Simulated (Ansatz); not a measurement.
Stationary points along a deformation path in HgTe

The calculation used DFT PBEsol, scalar-relativistic, plane waves, PAW in Ansatz. The runs took a 420 eV cutoff, a Γ-centred 24×24×24 mesh and Gaussian smearing (0.15 eV). Spin–orbit coupling is left out, which can shift energies with elements as heavy as these. No spin polarisation. Energies are free energies at this smearing, counted from the undisturbed cell; pressure is positive in compression.

The starting cell (relaxed at this level; this form isn't the usual structure):

```yaml
crystal:
  lattice:
    - [-2.90197, 2.90197, 1.58074]
    - [2.90197, -2.90197, 1.58074]
    - [2.90197, 2.90197, -1.58074]
  atoms:
    - { symbol: Hg, position: [0.25000, 0.75000, 0.50000] }
    - { symbol: Te, position: [0.00000, 0.00000, 0.00000] }
```

At fixed volume and fractional coordinates, lengths along (0.000, 0.000, 1.000) are scaled against those across it; ρ is that ratio over its starting value. V = 26.624 Å³/atom. Δσ is the stress along the axis less the mean stress across it (compression positive).

| ρ | ΔE (meV/atom) | Δσ (GPa) | space group |
| --- | --- | --- | --- |
| 0.850 | 81.0 | 9.80 | I-4m2 |
| 0.920 | 15.3 | 4.82 | I-4m2 |
| 1.000 | 0.0 | -0.31 | I-4m2 |
| 1.100 | 22.5 | -3.50 | I-4m2 |
| 1.200 | 57.1 | -3.26 | I-4m2 |

How does the stress give the slope of the energy, and where is the energy stationary?

Along the path d ln(length) is 2/3 d ln ρ on the axis and −1/3 d ln ρ across it, so dE/d ln ρ = −(2/3) V Δσ: the energy falls with ρ where Δσ is positive. Δσ vanishes or changes sign between ρ = 0.920 and 1.000, a minimum (near 0.99 by linear interpolation). Pairs of stationary points between two samples would go unseen, and could change a minimum read from distant neighbours into a maximum.

Integrate that slope from ρ = 1 to 1.200 by the trapezoid rule.

With V/N in Å³ and 1 eV/Å³ = 160.2 GPa the slopes at ρ = 1.000, 1.100, 1.200 are 35, 388, 361 meV/atom per unit of ln ρ. The steps add 20.1 + 32.6 = 52.7 meV/atom, against 57.1 from the energies; the trapezoid rule misses the curvature of the slope within each step.

In a metal these slopes depend on the k mesh and the smearing.

Cost: 5 runs of about 9.3 core-minutes in all, on Arm Neoverse V1 (shared hosts).